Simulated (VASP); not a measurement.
# CdSe (F-43m) in VASP: settings compared, part 2 of 2

VASP 6.6.1. The steps go on from the part before.

## (5) Single point, PBE

The input, INCAR:

```
  ALGO = Fast
  EDIFF = 1E-6
  ENCUT = 500
  GGA = PE
  ISIF = 2
  ISMEAR = 0
  LASPH = True
  LCHARG = False
  LREAL = False
  LWAVE = False
  NELM = 60
  PREC = Accurate
  SIGMA = 0.02
```

The input, KPOINTS:

```
k-points
0
Gamma
  4 4 4
```

The input, POSCAR:

```
CdSe
1.0
    0.0000000000      3.0702711986      3.0702711986
    3.0702711986      0.0000000000      3.0702711986
    3.0702711986      3.0702711986      0.0000000000
Cd Se
1 1
Direct
    0.0000000000      0.0000000000      0.0000000000
    0.2500000000      0.2500000000      0.2500000000
```

Potentials or basis: VASP PAW PBE potentials, release 64 (Cd_GW, Se_GW).

Launch:

```bash
$ cat potpaw_PBE.64/Cd_GW/POTCAR potpaw_PBE.64/Se_GW/POTCAR > POTCAR
$ mpirun -np 1 vasp_std > vasp.out
```

OUTCAR:

```text
EDIFF = 1E-6
   ENCUT = 500
   GGA = PE
   ISIF = 2
   ISMEAR = 0
   LASPH = True
   LREAL = False
   NELM = 60
   PREC = Accurate

 ion  position               nearest neighbor table
   1  0.000  0.000  0.000-   2 2.66   2 2.66   2 2.66   2 2.66
   2  0.250  0.250  0.250-   1 2.66   1 2.66   1 2.66   1 2.66

  LATTYP: Found a face centered cubic cell.
 ALAT       =     6.1405423972

  Lattice vectors:

 A1 = (   0.0000000000,   3.0702711986,   3.0702711986)
 A2 = (   3.0702711986,   0.0000000000,   3.0702711986)
 A3 = (   3.0702711986,   3.0702711986,   0.0000000000)

Analysis of symmetry for initial positions (statically):
=====================================================================
 Subroutine PRICEL returns:
 Original cell was already a primitive cell.

 Routine SETGRP: Setting up the symmetry group for a
 face centered cubic supercell.

 Subroutine GETGRP returns: Found 24 space group operations
 (whereof 24 operations were pure point group operations)
 out of a pool of 48 trial point group operations.

The static configuration has the point symmetry T_d .

Analysis of symmetry for dynamics (positions and initial velocities):
=====================================================================
 Subroutine PRICEL returns:
 Original cell was already a primitive cell.

 Routine SETGRP: Setting up the symmetry group for a
 face centered cubic supercell.

 Subroutine GETGRP returns: Found 24 space group operations
 (whereof 24 operations were pure point group operations)
 out of a pool of 48 trial point group operations.

The dynamic configuration has the point symmetry T_d .

 Subroutine INISYM returns: Found 24 space group operations
 (whereof 24 operations are pure point group operations),
 and found     1 'primitive' translations

----------------------------------------------------------------------------------------

                                     Primitive cell

  volume of cell :      57.8842

[... 102 lines left out ...]
 non-spin polarized calculation
 RMM-DIIS sequential band-by-band and
 Gauss-broadening in eV      SIGMA  =   0.02
  energy-cutoff  :      500.00
  volume of cell :       57.88
 maximum number of plane-waves:      1480
   NGX = 15   NGY = 15   NGZ = 15

 number of electron      17.9999996 magnetization

 Free energy of the ion-electron system (eV)
  ---------------------------------------------------
  ext. energy  EPLUGINS =         0.00000000
  ---------------------------------------------------
  free energy    TOTEN  =        -5.47647198 eV

  energy without entropy =       -5.47647198  energy(sigma->0) =       -5.47647198

 E-fermi :   2.0116     XC(G=0):  -8.7549

 val. band max:        1.8833525885   @ k =   0.0000   0.0000   0.0000
 cond. band min:       2.4090824511   @ k =   0.0000   0.0000   0.0000
 fundamental gap:      0.5257298626
 Fermi energy:         2.0115504149

 k-point     1 :       0.0000    0.0000    0.0000
  band No.  band energies     occupation
      1     -10.5453      2.00000
      2      -5.9861      2.00000
      3      -5.9861      2.00000
      4      -5.9861      2.00000
      5      -5.6443      2.00000
      6      -5.6443      2.00000
      7       1.8834      2.00000
      8       1.8834      2.00000
      9       1.8834      2.00000
     10       2.4091      0.00000
     11       7.7988      0.00000
     12       7.7988      0.00000
     13       7.7988      0.00000
[... 98 lines left out ...]
  band No.  band energies     occupation
      1     -10.0855      2.00000
      2      -5.8132      2.00000
      3      -5.8108      2.00000
      4      -5.6753      2.00000
      5      -5.6391      2.00000
      6      -5.1934      2.00000
      7      -1.9789      2.00000
      8      -0.2472      2.00000
      9      -0.2102      2.00000
     10       6.7782      0.00000
     11       7.0887      0.00000
     12       8.2753      0.00000
     13       9.4721      0.00000

------------------------ aborting loop because EDIFF is reached ----------------------------------------

  FORCE on cell =-STRESS in cart. coord.  units (eV):
  Direction    XX          YY          ZZ          XY          YZ          ZX
  --------------------------------------------------------------------------------------
  -------------------------------------------------------------------------------------
  Total        0.5260120      0.5260120      0.5260120      0.0000000      0.0000000      0.0000000
  in kB       14.5594845     14.5594845     14.5594845      0.0000000      0.0000000      0.0000000
  external PRESSURE =      14.5594845 kB  Pullay stress =       0.0000000 kB

 VOLUME and BASIS-vectors are now :
 -----------------------------------------------------------------------------
  energy-cutoff  :      500.00
  volume of cell :       57.88
      direct lattice vectors                 reciprocal lattice vectors
     0.000000000  3.070271199  3.070271199    -0.162852063  0.162852063  0.162852063
     3.070271199  0.000000000  3.070271199     0.162852063 -0.162852063  0.162852063
     3.070271199  3.070271199  0.000000000     0.162852063  0.162852063 -0.162852063

 POSITION                                       TOTAL-FORCE (eV/Angst)
 -----------------------------------------------------------------------------------
      0.00000      0.00000      0.00000        -0.000000     -0.000000     -0.000000
      1.53514      1.53514      1.53514         0.000000      0.000000      0.000000
 -----------------------------------------------------------------------------------
    total drift:                                0.000000      0.000000      0.000000

  FREE ENERGIE OF THE ION-ELECTRON SYSTEM (eV)
  ---------------------------------------------------
  free  energy   TOTEN  =        -5.4764719818 eV

  energy  without entropy=       -5.4764719818  energy(sigma->0) =       -5.47647198
```

It took 5.2 s on 1 thread of AMD EPYC 9R45 (Zen 5), shared host; peak memory 0.15 GiB.

What came out:

```yaml
Free_energy: -5.4765 eV
Pressure: 1.5 GPa
Band_gap_on_the_k_mesh: 0.53 eV, direct
```

Caveat: the k mesh is coarse (spacing up to 0.44 Å⁻¹), so the values aren't converged.

## (6) Single point, PBE

The input, INCAR:

```
SYSTEM = CdSe
ALGO = Fast ; EDIFF = 1E-7
ENCUT = 520 ; GGA = PE
ISIF = 2 ; ISMEAR = 0
LASPH = .TRUE. ; LCHARG = .FALSE.
LREAL = .FALSE. ; LWAVE = .FALSE.
NBANDS = 16 ; NELM = 100
PREC = Accurate ; SIGMA = 0.1
```

The input, KPOINTS:

```
k-points
0
G
  8 8 8
  0 0 0
```

Edit POSCAR of step 5 so:

```diff
@@ -7,4 +7,4 @@
 1 1
-Direct
+Cartesian
     0.0000000000      0.0000000000      0.0000000000
-    0.2500000000      0.2500000000      0.2500000000
+    1.5351355993      1.5351355993      1.5351355993
```

Potentials or basis: VASP PAW PBE potentials, release 64 (Cd, Se).

Launch:

```bash
$ cat potpaw_PBE.64/Cd/POTCAR potpaw_PBE.64/Se/POTCAR > POTCAR
$ mpirun -np 1 vasp_std > vasp.out
```

It took 16 s on 1 thread of AMD EPYC 9R14 (Zen 4), shared host; peak memory 0.16 GiB.

Results (log left out):

| Property | Result |
| --- | --- |
| Free energy | -5.4905 eV |
| Pressure | 1.6 GPa |
| Band gap on the k mesh | 0.55 eV, direct |

Levels at points of the mesh, in eV from the valence-band top:
```
           k point  band 5  band 6  band 7  band 8  band 9  band 10  band 11  band 12  band 13  band 14
(0.00, 0.00, 0.00)   -7.50   -7.50    0.00    0.00    0.00     0.55     5.93     5.93     5.93     9.67
(0.50, 0.00, 0.00)   -7.48   -7.22   -4.22   -0.71   -0.71     2.36     6.44     6.44     7.34     9.97
(0.50, 0.50, 0.00)   -7.44   -7.16   -3.95   -1.76   -1.76     3.19     3.73     8.98    10.05    10.05
```

As with any semilocal functional, this PBE gap is likely too small.

## (7) Summary

| level | potentials or basis | k mesh | cutoff (eV) | smearing | mesh quality | gap on the mesh (eV) | pressure (GPa) |
| --- | --- | --- | --- | --- | --- | --- | --- |
| PBEsol | VASP PAW PBE potentials, release 64 (Cd, Se) | 8 × 8 × 8 | 520 | gaussian 0.02 eV | not flagged | 0.43 | -1.1 |
| RPBE | VASP PAW PBE potentials, release 64 (Cd, Se) | 8 × 8 × 8 | 520 | gaussian 0.05 eV | not flagged | 0.72 | 3.5 |
| PBE | VASP PAW PBE potentials, release 64 (Cd_GW, Se_GW) | 4 × 4 × 4 | 500 | gaussian 0.02 eV | coarse | 0.53 | 1.5 |
| PBE | VASP PAW PBE potentials, release 64 (Cd, Se) | 8 × 8 × 8 | 520 | gaussian 0.1 eV | not flagged | 0.55 | 1.6 |

Alike in all rows: task single point; no spin polarisation; cell as given.

Caveats: some runs use coarse meshes; the PAW data sets were made with another functional, which shifts forces and pressure a little (some runs).

Total energies depend on the potentials used, so only differences within one code and one set of settings carry meaning.
